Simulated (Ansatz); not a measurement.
The system is Zr.

```xyz
2
Lattice="3.2320 0.0000 0.0000 -1.6160 2.7990 0.0000 0.0000 0.0000 5.1470" Properties=species:S:1:pos:R:3 pbc="T T T"
Zr    1.6160    0.9330    3.8603
Zr    0.0000    1.8660    1.2868
```

* Program: Ansatz 0.2.0
* Task: relaxation of cell and atoms
* Functional: PBEsol
* Potentials or basis: all-electron LAPW, scalar-relativistic
* Basis error allowed: 0.001 eV/atom
* k mesh: 9 × 9 × 5
* Occupations: fermi-dirac, width 0.05 eV
* Spin: no spin polarisation

At the start: volume 23.28 Å³/atom.

Where does the relaxation end?

Over 5 steps the energy falls by 8.9 meV/atom and the volume is 22.47 Å³/atom (-3.5 %); space group P6_3/mmc (No. 194, to 0.05 Å).

Step by step:
| step | energy change (eV) | largest force (eV/Å) | volume (Å³) |
| --- | --- | --- | --- |
| 1 | 0.0000 | 0.0000 | 46.56 |
| 2 | -0.0176 | 0.0000 | 45.04 |
| 3 | -0.0177 | 0.0000 | 44.94 |
| 4 | -0.0178 | 0.0000 | 44.94 |
| 5 | -0.0178 | 0.0000 | 44.94 |

Final structure:
```yaml
crystal:
  lattice:
    - [3.18212, 0.00000, 0.00000]
    - [-1.59106, 2.75580, 0.00000]
    - [0.00000, 0.00000, 5.12511]
  atoms:
    - { symbol: Zr, position: [0.66667, 0.33333, 0.75000] }
    - { symbol: Zr, position: [0.33333, 0.66667, 0.25000] }
```
